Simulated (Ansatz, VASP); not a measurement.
## BP in VASP and in Ansatz

File INCAR:

```
ALGO     = Normal         # electronic algorithm
EDIFF    = 1E-6           # SCF threshold, eV
ENCUT    = 520            # plane-wave cutoff, eV
GGA      = PE             # functional
ISIF     = 2              # what is computed and relaxed
ISMEAR   = 0              # smearing method
LASPH    = T              # aspherical terms in the spheres
LCHARG   = F              # write CHGCAR
LREAL    = F              # projectors in reciprocal space
LWAVE    = F              # write WAVECAR
NBANDS   = 11             # bands
NELM     = 60             # most SCF steps
PREC     = Accurate       # precision mode
SIGMA    = 0.05           # smearing width, eV
```

KPOINTS

```
k-points
0
Gamma
  10 10 10
```

Contents of POSCAR:

```
BP
1.0
    0.0000000000      2.3537471774      2.2741518622
    2.2741518622      0.0000000000      2.2741518622
    2.2741518622      2.3537471774      0.0000000000
B P
1 1
Direct
    0.0000000000      0.0000000000      0.0000000000
    0.7500000000      0.7500000000      0.7500000000
```

Input for Ansatz:

```yaml
crystal:
  lattice:
    - [0.0, 2.3537471774, 2.2741518622]
    - [2.2741518622, 0.0, 2.2741518622]
    - [2.2741518622, 2.3537471774, 0.0]
  atoms:
    - { symbol: B, position: [0.0, 0.0, 0.0] }
    - { symbol: P, position: [0.75, 0.75, 0.75] }
basis:
  ecutwfc: 420
kpoints:
  mp_grid: { grid: [10, 10, 10] }
hamiltonian:
  xc: pbe
scf:
  occupations: { method: gaussian, width: 0.05 }
output:
  forces: true
  stress: true
  eigenvalues: true
```

Change from the starting cell: strain +0.0350 x Voigt [0, 1, 0, 0, 0, 0], atoms carried along.

Alike in both runs: task single point; functional PBE; k mesh 10 × 10 × 10; occupations gaussian, width 0.05 eV; no spin polarisation.

|  | VASP | Ansatz |
| --- | --- | --- |
| version | VASP 6.6.1 | Ansatz 0.2.0 |
| potentials or method | VASP PAW PBE potentials, release 64 (B, P) | scalar-relativistic, plane waves, PAW |
| plane-wave cutoff (eV) | 520 | 420 |
| valence electrons in the cell | 8 | 8 |

```csv
,VASP,Ansatz,Ansatz less VASP
gap on the k mesh at the Fermi level (eV),1.04,1.04,+0.004
least direct gap on the mesh (eV),3.17,3.17,+0.003
pressure (GPa),-5.4,-5.2,+0.20
largest component of the traceless stress (GPa),6.20,6.19,-0.009
```

A k mesh can miss the band edges.
